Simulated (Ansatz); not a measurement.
## ZrC under changes of volume

One of the cells (13.228 Å³/atom); the others are scaled copies at fixed shape and fractional positions:

```xyz
2
Lattice="0.0000 2.3650 2.3650 2.3650 0.0000 2.3650 2.3650 2.3650 0.0000" Properties=species:S:1:pos:R:3 pbc="T T T"
Zr    2.3650    2.3650    2.3650
C     0.0000    0.0000    0.0000
```

```yaml
Program: Ansatz 0.2.0
Functional: r2SCAN
Potentials_or_basis: Ansatz PAW
Cutoff: "500 eV (not typed: the program's choice for these potentials)"
k_mesh: 10 × 10 × 10
Occupations: fermi-dirac, width 0.05 eV
Spin: no spin polarisation
```

```tsv
volume (Å³/atom)	energy over the lowest point (meV/atom)	pressure (GPa)
12.434	?	?
12.699	7.42	7.1
12.963	0.00	2.0
13.228	0.56	-2.6
13.493	8.35	-6.8
13.757	22.69	-10.5
14.022	42.95	-14.0
```

Problem. What does the run at 12.434 Å³/atom give?

Solution. Energy over the lowest point 23.68 meV/atom; pressure 12.7 GPa.

Worked out: A Birch-Murnaghan fit of order 3 (a polynomial in V^(-2/3)) to the other rows has its minimum at 13.07 Å³/atom with B0 = V·E''(V) = 229 GPa and B' = 4.0. It gives 23.74 meV/atom at 12.434 Å³/atom, against the run's 23.68, and -dE/dV = 12.7 GPa, against 12.7.

Energies are extrapolated to zero smearing.

Caveats: the PAW data sets come from PBE, with cores solved anew for the run's functional, which leaves a small shift of forces and pressure.
